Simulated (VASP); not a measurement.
Write the native input for VASP 6.6.1 that does the following.

| Quantity | Value |
| --- | --- |
| Task | single point |
| Functional | PBE |
| Dispersion | D3(BJ) |
| Potentials or basis | VASP PAW PBE potentials, release 64 (Si) |
| Cutoff | 520 eV |
| k mesh | 22 × 22 × 22 |
| Occupations | gaussian, width 0.15 eV |
| Spin | no spin polarisation |
| Dipole correction | no |
| Further INCAR settings | ALGO = Normal; EDIFF = 1e-06; NBANDS = 8 |

The structure of Si lies in POSCAR:

```
Si
1.0
    0.0000000000      1.9108305409      2.0541428315
    1.9108305409      0.0000000000      2.0541428315
    1.9108305409      1.9108305409      0.0000000000
Si
1
Direct
    0.0000000000      0.0000000000      0.0000000000
```

This isn't the form of Si at room conditions, which is diamond.

The cell isn't the ideal one: strain +0.0750 x Voigt [0, 0, 1, 0, 0, 0], atoms carried along.

These files were run (other wordings do the same):

INCAR

```
SYSTEM = Si
PREC = Accurate
ENCUT = 520
EDIFF = 1E-6
ISMEAR = 0
SIGMA = 0.15
LREAL = .FALSE.
LASPH = .TRUE.
NELM = 100
ALGO = Normal
ISIF = 2
LWAVE = .FALSE.
LCHARG = .FALSE.
GGA = PE
IVDW = 12
NBANDS = 8
```

KPOINTS

```
regular mesh
0
G
  22 22 22
  0 0 0
```

Potentials or basis: VASP PAW PBE potentials, release 64 (Si).

Run with:

```sh
$ cat potpaw_PBE.64/Si/POTCAR > POTCAR
$ mpirun -np 1 vasp_std > vasp.out
```

Results of the run:

```yaml
Pressure: -7.2 GPa
Band_gap_on_the_k_mesh: none (metal or under the smearing width)
Dispersion_energy_per_atom: -0.413 eV
```

Caveat: pairwise dispersion overbinds metals, which lowers pressure and volume.

It took 21 s on 1 thread of Intel(R) Xeon(R) 6975P-C (Granite Rapids), on a shared host, peak memory 0.2 GiB.
